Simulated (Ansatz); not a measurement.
Space group P6_3/mmc (No. 194). a = 2.512 Å, b = 2.512 Å, c = 8.369 Å, α = 90.00°, β = 90.00°, γ = 120.00°
| atom | site | symmetry | x | y | z |
| --- | --- | --- | --- | --- | --- |
| B | 2c | -6m2 | 0.3333 | 0.6667 | 0.2500 |
| N | 2d | -6m2 | 0.3333 | 0.6667 | 0.7500 |

Equation of state of this BN structure (not necessarily the ground state), with shape and atoms relaxed at each volume where symmetry leaves them free. These are results of Ansatz, DFT PBE, scalar-relativistic, plane waves, PAW, not measurements.

Settings: cutoff 420 eV, Γ-centred mesh 12×12×4 on the computed 4-atom cell, Gaussian smearing of 0.02 eV; no spin polarisation.

```
V (Å³/atom) E − E(largest V) (meV/atom) P (GPa) gap on mesh (eV)
     10.750                         0.48     0.25              4.52
     11.093                         0.12     0.12              4.46
     11.436                        -0.04     0.01              4.39
     11.779                        -0.08    -0.01              4.34
     12.122                         0.00    -0.05              4.29
```

Problem. Fit a third-order Birch–Murnaghan equation to E(V).

Solution. V0 = 11.69 Å³/atom, B0 = 2 GPa, B0' = 9.3. B0' is unusual or poorly fixed by this range.

The cell holds layers, and where no dispersion correction was added their binding is poorly described.